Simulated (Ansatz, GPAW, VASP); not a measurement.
# HfC: programs and potentials compared

```
Hf C
1.0
     0.00000    2.32500    2.32500
     2.32500    0.00000    2.32500
     2.32500    2.32500    0.00000
Hf C
1 1
Direct
  0.50000 0.50000 0.50000
  0.00000 0.00000 0.00000
```

Alike in all runs: task band structure; functional revPBE; k mesh 10 × 10 × 10; occupations fermi-dirac, width 0.05 eV; no spin polarisation; no spin-orbit coupling. Pressure is positive in compression and, in plane waves, holds the error of the finite cutoff.

| program and potentials | plane-wave cutoff (eV) | notes | band gap (eV) | pressure (GPa) |
| --- | --- | --- | --- | --- |
| VASP, PBE PAW files C, Hf_pv, 520 eV | 520 | potentials made for PBE; 7 valence electrons an atom on average | no gap | 2.47 |
| GPAW, the program's PAW data sets (release 1.2.1) made for this functional | 800 | 8 valence electrons an atom on average | no gap | 4.54 |
| Ansatz, all-electron LAPW, scalar-relativistic | - | - | no gap | 3.23 |

None finds a gap. The pressure spans 2.47 (VASP, PBE PAW files C, Hf_pv, 520 eV) to 4.54 GPa (GPAW, the program's PAW data sets (release 1.2.1) made for this functional), with all-electron results at 3.23.

Differences between rows come from potentials, basis sets and numerical settings, since the functional is the same but for its coding. Runs on potential files found faulty are left out.
